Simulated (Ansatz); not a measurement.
**Mg2Si: how the settings move a single-point run**

Question: which choices in the input matter for Mg2Si?

Program: Ansatz 0.2.0. Level of theory: reference: DFT, PBE, plane waves, PAW. These are calculated values, not measurements.

1 further run of the same task is left out (it didn't finish).

**1. The structure to begin with**

The structure is cubic, space group Fm-3m (No. 225). Conventional cell: a = 6.338 Å, b = 6.338 Å, c = 6.338 Å, α = 90.00°, β = 90.00°, γ = 90.00°. Around Mg (site symmetry -43m) lie 4 Si at 2.74 Å. Around Si (site symmetry m-3m) lie 8 Mg at 2.74 Å.

Coordinates:

```cif
data_structure
_symmetry_space_group_name_H-M 'Fm-3m'
_symmetry_Int_Tables_number 225
_cell_length_a 6.3379
_cell_length_b 6.3379
_cell_length_c 6.3379
_cell_angle_alpha 90.000
_cell_angle_beta 90.000
_cell_angle_gamma 90.000
_cell_volume 254.59
loop_
_atom_site_label
_atom_site_type_symbol
_atom_site_symmetry_multiplicity
_atom_site_Wyckoff_symbol
_atom_site_fract_x
_atom_site_fract_y
_atom_site_fract_z
_atom_site_occupancy
Mg1 Mg 8 c 0.25000 0.75000 0.75000 1
Si1 Si 4 a 0.00000 0.00000 0.00000 1
```

**2. Reference**

The input, input.yaml:

```yaml
crystal:
  lattice:
    - [0.0, 3.16897055, 3.16897055]
    - [3.16897055, 0.0, 3.16897055]
    - [3.16897055, 3.16897055, 0.0]
  atoms:
    - { symbol: Mg, position: [0.25, 0.25, 0.25] }
    - { symbol: Mg, position: [0.75, 0.75, 0.75] }
    - { symbol: Si, position: [0.0, 0.0, 0.0] }
kpoints:
  mp_grid: { grid: [6, 6, 6] }
hamiltonian:
  xc: pbe
scf:
  occupations: { method: fixed }
  n_extra_bands: 4
output:
  forces: true
  stress: true
  eigenvalues: true
```

Started as:

```console
$ ansatz run input.yaml --threads 4 --pin off --max-ram 5529MiB --backend cpu --events-out ev --progress --plain --runs-dir out
```

**3. Changing settings: dispersion d4**

input.yaml, as its differences from that of step 2:

```diff
@@ -13,2 +13,3 @@
   xc: pbe
+  dispersion: d4
 scf:
```

**4. Changing settings: occupations.method methfessel_paxton, occupations.width 0.001**

input.yaml, as its differences from that of step 2:

```diff
@@ -14,3 +14,3 @@
 scf:
-  occupations: { method: fixed }
+  occupations: { method: methfessel_paxton, width: 0.001 }
   n_extra_bands: 4
```

**5. Changed: occupations.method fermi_dirac, occupations.width 0.05**

input.yaml, as its differences from that of step 2:

```diff
@@ -14,3 +14,3 @@
 scf:
-  occupations: { method: fixed }
+  occupations: { method: fermi_dirac, width: 0.05 }
   n_extra_bands: 4
```

**6. Variant: mixing.ndim 2**

input.yaml, as its differences from that of step 2:

```diff
@@ -16,2 +16,4 @@
   n_extra_bands: 4
+  mixing: { ndim: 2 }
+  max_iter: 96
 output:
```

**7. Changed: xc lda**

input.yaml, as its differences from that of step 2:

```diff
@@ -12,3 +12,3 @@
 hamiltonian:
-  xc: pbe
+  xc: lda
 scf:
```

**8. Changed: occupations.method gaussian, occupations.width 0.001**

input.yaml, as its differences from that of step 2:

```diff
@@ -14,3 +14,3 @@
 scf:
-  occupations: { method: fixed }
+  occupations: { method: gaussian, width: 0.001 }
   n_extra_bands: 4
```

Q: Predict the outcome of this session. Wanted: for each run, ending; energy change; pressure; gap; force.

The runs gave:

```csv
run,ending,energy change,pressure (GPa),gap (eV),force (eV/Å),cycles,time
reference,converged,0,0.7,0.20,0.00,6,0.35 s
1: dispersion d4,converged,-213.3 meV/atom (offset of the dispersion model),-1.0,0.20,0.00,6,0.38 s
"2: occupations.method methfessel_paxton, occupations.width 0.001",converged,0.0 meV/atom (σ→0),0.7,0.20,0.00,6,0.38 s
"3: occupations.method fermi_dirac, occupations.width 0.05",converged,+0.1 meV/atom (σ→0),0.7,0.20,0.00,6,0.35 s
4: mixing.ndim 2,converged,0.0 meV/atom,0.7,0.20,0.00,7,0.38 s
5: xc lda,converged,not comparable,-2.1,0.15,0.00,6,0.36 s
"6: occupations.method gaussian, occupations.width 0.001",converged,0.0 meV/atom (σ→0),0.7,0.20,0.00,6,0.36 s
```

Residual by cycle in the longest SCF loop of each run; runs are numbered as in the table. The quantity is the density residual dr2, in eV.

```csv
cycle,reference,run 1,run 2,run 3,run 4,run 5,run 6
1,0.0263,0.0263,0.0265,0.0285,0.0263,0.0367,0.0265
2,6.6e-4,6.6e-4,6.5e-4,6.5e-4,0.00776,0.00246,6.5e-4
3,1.4e-4,1.4e-4,1.4e-4,1.5e-4,2.0e-4,2.8e-4,1.4e-4
4,2.0e-7,2.0e-7,2.2e-7,2.1e-7,4.9e-5,7.4e-6,2.2e-7
5,1.7e-8,1.7e-8,1.0e-8,1.2e-8,5.9e-6,3.5e-8,1.0e-8
6,8.6e-10,8.6e-10,4.1e-10,4.7e-10,2.0e-7,1.8e-9,3.5e-10
7,-,-,-,-,3.0e-8,-,-
```

**Reading.** The pressure spans -2.1 to 0.7 GPa over the reference and the converged variants. The gap spans 0.15 to 0.20 eV over the reference and the converged variants.
